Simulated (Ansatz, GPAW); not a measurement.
**BAs: 3 runs at one level of theory**

```
As B
1.0
     0.00000    2.38850    2.38850
     2.38850    0.00000    2.38850
     2.38850    2.38850    0.00000
As B
1 1
Cartesian
  3.5827 3.5827 3.5827
  0.0000 0.0000 0.0000
```

Alike in all runs: task single point; functional PBE; k mesh 10 × 10 × 10; occupations gaussian, width 0.03 eV; no spin polarisation; no spin-orbit coupling. Pressure is positive in compression and, in plane waves, holds the error of the finite cutoff, which Ansatz's Pulay term estimates and takes out.

```csv
program and potentials,plane-wave cutoff (eV),notes,band gap (eV),pressure (GPa)
"Ansatz, Ansatz PAW",420,9 valence electrons an atom on average; Pulay term of +0.10 GPa included,1.18,2.77
"Ansatz, all-electron LAPW, scalar-relativistic",-,-,1.19,2.73
"GPAW, GPAW PAW data sets (gpaw-data 1.2.1)",800,4 valence electrons an atom on average,1.18,3.28
```

The band gap spans 1.18 (GPAW, GPAW PAW data sets (gpaw-data 1.2.1)) to 1.19 eV (Ansatz, all-electron LAPW, scalar-relativistic), with all-electron results at 1.19. The pressure spans 2.73 (Ansatz, all-electron LAPW, scalar-relativistic) to 3.28 GPa (GPAW, GPAW PAW data sets (gpaw-data 1.2.1)), with all-electron results at 2.73. Spin-orbit coupling, left out here, moves the band edges of heavy atoms. The gap is indirect and read on the mesh alone.

Differences between rows come from potentials, basis sets and numerical settings, since the functional is the same but for its coding. Runs on potential files found faulty are left out.

All three runs put BAs under compression at this cell, so PBE would relax it to a larger volume. This fits the functional's usual underbinding of covalent solids, since the cell lies close to the measured one. The gap is almost the same in every run, whereas the pressure is clearly highest in GPAW, probably because its smaller valence space leaves the As 3d shell in the frozen core.

Boron and arsenic differ little in electronegativity, so the bonding is strongly covalent. The valence-band top is made of bonding p states, while the short, strong bonds push the antibonding s-like state at the zone centre high in energy. The conduction minimum therefore lies away from the zone centre, towards X, which makes the gap indirect. The computed gap is well below the experimental one, as expected of a semilocal functional, whose Kohn–Sham gap lacks the derivative discontinuity. The close agreement between codes thus supports the numerical consistency of the PBE gap, not its physical accuracy. A single volume gives neither the equilibrium lattice constant nor the bulk modulus.
